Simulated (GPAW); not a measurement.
The F K edge of atom 2 in NaF (Villiaumite, Fm-3m), with 6 Na at 2.32 Å (octahedral, site symmetry m-3m), was computed in 2 ways: full core hole (charged cell) and no core hole. Program and functional: GPAW, PBE, Gaussian full width 0.9 eV up to 4 eV, rising linearly to 3.5 eV at 25 eV; cells of 2 and 16 atoms (the run without a hole in the smaller).

Each run is counted from its own lowest empty level or Fermi level and scaled to a mean of 1 over its first 20 eV.

```tsv
E (eV)	run 1	run 2
-2.0	0.00	0.00
-1.0	0.00	0.00
0.0	0.01	0.01
1.0	0.08	0.11
2.0	0.23	0.30
3.0	1.35	0.69
4.0	2.21	0.94
5.0	1.89	1.12
6.0	1.96	2.23
7.0	1.51	3.14
8.0	0.60	1.05
9.0	0.27	0.62
10.0	0.32	0.56
11.0	0.68	0.62
12.0	1.32	1.05
13.0	1.70	1.64
14.0	1.20	1.53
15.0	0.66	1.01
16.0	0.56	0.80
17.0	0.68	0.72
18.0	0.90	0.63
19.0	1.14	0.68
20.0	1.33	0.97
21.0	1.45	1.41
22.0	1.39	1.69
23.0	1.09	1.59
24.0	0.76	1.24
25.0	0.62	0.99
26.0	0.66	0.93
27.0	0.72	0.91
28.0	0.69	0.79
29.0	0.57	0.60
30.0	0.46	0.45
31.0	0.45	0.42
32.0	0.53	0.47
```

**Question.** Which run is which?

Run 1: full core hole (charged cell) (area from −2 to 6 eV 6.8, main maxima 4.3 eV (2.37), 5.9 eV (1.96), 13.0 eV (1.70) and 21.3 eV (1.46)). Run 2: no core hole (area from −2 to 6 eV 4.1, main maxima 6.7 eV (3.36), 13.4 eV (1.71) and 22.2 eV (1.70)). With each curve scaled to its own mean, the area from −2 to 6 eV with the hole is 6.8 against 4.1, and the centre of weight from −1 to 20 eV moves by -0.2 eV: the hole pulls the absorber's empty states down.

[Banner, clock and machine lines of the logs are left out without a mark of their own.]

[Logs are printed without paths, hosts, clocks, repeated set-up lines and the standing remarks that a program may print on its own settings, such as how far it seeks lower states.]

[Hosts, paths, dates, database ids (printed as entryN), source tags and the programs' standing remarks are cut or masked in the printed files.]

[Lists of maxima count a maximum above −3 eV only where it reaches 4 % of the highest in the window and stands out from its surroundings by 2 % of it (1.5 % where it reaches 55 %); shoulders and weaker maxima are passed over, and of the rest the first, up to two pre-edge ones and the few strongest are named.]
